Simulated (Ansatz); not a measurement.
# LiCl (Fm-3m), a film clamped to a substrate

Level of theory: DFT r2SCAN, scalar-relativistic, plane waves, PAW in Ansatz 0.2.0. Cutoff 500 eV, Γ-centred 8×8×8 k-points, Gaussian smearing of 0.05 eV. No spin polarisation. Energies are free energies at this smearing, counted from the undisturbed cell; pressure is positive in compression.

Reference structure (as given, not relaxed at this level; it stands at -0.3 GPa):

```yaml
crystal:
  lattice:
    - [0.00000, 2.56476, 2.56476]
    - [2.56476, 0.00000, 2.56476]
    - [2.56476, 2.56476, 0.00000]
  atoms:
    - { symbol: Li, position: [0.00000, 0.00000, 0.00000] }
    - { symbol: Cl, position: [0.50000, 0.50000, 0.50000] }
```

The cell (2 atoms, V0 = 33.74 Å³) is strained by p along both x and y and by q along z, fractional coordinates fixed. τp = (1/V0) ∂E/∂p = (σxx + σyy)(1 + p)(1 + q) and τq = (1/V0) ∂E/∂q = σzz(1 + p)², with tension positive.

```csv
p,q,ΔE (meV/atom),τp (GPa),τq (GPa)
0.000,0.000,0.00,0.68,0.34
-0.015,0.000,0.91,-1.91,-0.31
0.015,0.000,2.84,2.85,0.98
0.000,-0.015,0.19,0.02,-0.61
0.000,0.015,1.18,1.31,1.12
```

Problem. Get the second derivatives of the energy density.

Solution. Central differences give A = ∂τp/∂p = 159 GPa (C11 + C22 + 2 C12), C = ∂τq/∂q = 58 GPa (C33) and the cross term B = ∂τq/∂p = 43 GPa (C13 + C23); ∂τp/∂q = 43 GPa must equal B, and any difference shows higher-order terms. The ions are clamped. In a cubic crystal C11 = C = 58, C12 = B/2 = 21.5 GPa and A should be 2(C11 + C12) = 159 GPa; the bulk modulus is (C11 + 2 C12)/3 = 34 GPa.

Problem. A film of this crystal grows with z along the normal on a substrate that imposes p. How does its thickness respond, and what does the misfit cost?

Solution. Count p and q from the stress-free cell. A free surface needs τq = 0, so q = −(B/C) p = -0.74 p. The energy density left is (A − B²/C) p²/2 = M p², with the biaxial modulus M = 63 GPa; a misfit of 1 % costs 0.67 meV/atom, against 0.84 meV/atom if the thickness were held.

At p = -0.030 the energies along q are 12.6 (q = -0.030), 8.6 (q = -0.015), 6.3 (q = 0.000), 5.5 (q = 0.015), 5.8 (q = 0.030) meV/atom.

Problem. Does the linear rule hold at this misfit?

Solution. A parabola through the lowest point and its neighbours has its minimum at q = 0.018, 5.4 meV/atom. With the stress left in the starting cell, τp0 and τq0, linear elasticity gives q = −(τq0 + Bp)/C = 0.016 and E = V0(τp0 p + τq0 q + Ap²/2 + Bpq + Cq²/2)/N = 4.6 meV/atom. The energies differ by more than a tenth, so the quadratic law fails here: the gap holds the anharmonic part, with some error from the wide steps. Cubic terms also shift the vertex of so wide a parabola.